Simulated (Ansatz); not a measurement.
What does this script print? It uses Ansatz's Python interface.

Script `sno.py`:
```python
"""Relax SnO with an ASE optimiser on Ansatz forces."""

import warnings

import ansatz as az
from ase import Atoms
from ase.calculators.calculator import Calculator, all_changes
from ase.optimize import LBFGS
import numpy as np

XC = "LDA"
MESH = (4, 3, 3)
FILLING = "fixed"


class PlaneWaves(Calculator):
    implemented_properties = ["energy", "free_energy", "forces"]

    def calculate(self, atoms=None, properties=("energy",), system_changes=all_changes):
        super().calculate(atoms, properties, system_changes)
        bare = self.atoms.copy()
        bare.set_constraint()
        bare.set_momenta(None)
        job = (
            az.Crystal.from_ase(bare).calculation()
            .functional(XC)
            .kpoints(*MESH)  # the mesh must be finer for metals
            .occupations(FILLING)
            .forces()
        )
        report = job.run(threads=1, backend="cpu").report
        self.results["free_energy"] = report["lagrangian_ev"]
        self.results["energy"] = report.get("lagrangian_sigma0_ev", report["lagrangian_ev"])
        self.results["forces"] = np.array(report["forces_ev_ang"])

warnings.simplefilter("ignore")
atoms = Atoms(
    ["Sn", "Sn", "O", "O"],
    cell=[(3.355005, 0.0, 0.0), (0.0, 5.674104, 0.0), (0.0, 0.0, 4.22197)],
    scaled_positions=[
        (0.0, 0.231909, 0.513144),
        (0.5, 0.768091, 0.013144),
        (0.0, 0.89125, 0.736857),
        (0.5, 0.10875, 0.236857),
    ],
    pbc=True,
)
atoms.rattle(0.1, seed=58)
atoms.calc = PlaneWaves()
before = atoms.get_potential_energy(), atoms.get_volume()
optimiser = LBFGS(atoms, logfile=None)


def tell():
    fmax = np.linalg.norm(atoms.get_forces(), axis=1).max()
    print(f"step {optimiser.nsteps:2d}  E = {atoms.get_potential_energy():.5f} eV  fmax = {fmax:.4f}  V = {atoms.get_volume():.3f} A^3")


optimiser.attach(tell)
met = optimiser.run(fmax=0.03, steps=20)
print("threshold met:", bool(met), " energy gained:", round(before[0] - atoms.get_potential_energy(), 5), "eV")
print("cell lengths and angles:", np.round(atoms.cell.cellpar(), 3))
print(np.round(atoms.get_scaled_positions(), 4))
```

Output of `python sno.py`:
```text
step  0  E = -12868.88635 eV  fmax = 2.3715  V = 80.372 A^3
step  1  E = -12869.03012 eV  fmax = 1.6498  V = 80.372 A^3
step  2  E = -12869.20876 eV  fmax = 0.7303  V = 80.372 A^3
step  3  E = -12869.23345 eV  fmax = 0.6692  V = 80.372 A^3
step  4  E = -12869.25546 eV  fmax = 0.5888  V = 80.372 A^3
step  5  E = -12869.27864 eV  fmax = 0.4131  V = 80.372 A^3
step  6  E = -12869.28955 eV  fmax = 0.3540  V = 80.372 A^3
step  7  E = -12869.29841 eV  fmax = 0.3557  V = 80.372 A^3
step  8  E = -12869.30556 eV  fmax = 0.3597  V = 80.372 A^3
step  9  E = -12869.31466 eV  fmax = 0.2789  V = 80.372 A^3
step 10  E = -12869.31991 eV  fmax = 0.1930  V = 80.372 A^3
step 11  E = -12869.32218 eV  fmax = 0.1736  V = 80.372 A^3
step 12  E = -12869.32344 eV  fmax = 0.1548  V = 80.372 A^3
step 13  E = -12869.32488 eV  fmax = 0.1049  V = 80.372 A^3
step 14  E = -12869.32575 eV  fmax = 0.1134  V = 80.372 A^3
step 15  E = -12869.32624 eV  fmax = 0.0839  V = 80.372 A^3
step 16  E = -12869.32663 eV  fmax = 0.0674  V = 80.372 A^3
step 17  E = -12869.32697 eV  fmax = 0.0441  V = 80.372 A^3
step 18  E = -12869.32711 eV  fmax = 0.0256  V = 80.372 A^3
threshold met: True  energy gained: 0.44076 eV
cell lengths and angles: [ 3.355  5.674  4.222 90.    90.    90.   ]
[[0.9958 0.2041 0.4888]
 [0.4974 0.7506 0.989 ]
 [0.9968 0.884  0.7376]
 [0.496  0.0712 0.2377]]
```

Caveats:
- Absolute energies stand on the zero of these potentials, so only differences at equal settings mean something. A total without «per atom» is that of the cell as typed.
- The structure comes from a database of computed cells and needn't be a stable or known phase.
- Wall time of the script: 59 s on 1 thread of Arm Neoverse V1 (shared host), peak memory 0.41 GiB.
